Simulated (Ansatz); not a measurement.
Here is an Ansatz 0.2.0 calculation.

input.yaml

```yaml
crystal:
  lattice:
    - [-1.5765401831, 1.5765401831, 2.7119384313]
    - [1.5765401831, -1.5765401831, 2.7119384313]
    - [1.5765401831, 1.5765401831, -2.7119384313]
  atoms:
    - { symbol: Sb, position: [0.0, 0.0, 0.0] }
hamiltonian:
  xc: pbe
  pseudopotentials: { kind: paw }
kpoints:
  mp_grid: { grid: [12, 12, 12] }
scf:
  occupations: { method: gaussian, width: 0.02 }
output:
  forces: true
  stress: true
  eigenvalues: true
  write_density: true
  write_potential: true
  elf: true
  volumetric_format: npy
```

Potentials or basis: Ansatz PAW.

Launch:

```sh
$ ansatz run input.yaml --threads 2 --pin off --max-ram 5632MiB --backend cpu --events-out ev --progress --plain --runs-dir out
```

Predict the pressure.

1.8 GPa.

What does it give for the band gap on the k mesh?

None (metal or under the smearing width).

Stress tensor (GPa, compression positive):
```
2.05 0.00 0.00
0.00 2.05 0.00
0.00 0.00 1.31
```

Spin-orbit coupling is left out, which matters for the levels of Sb.
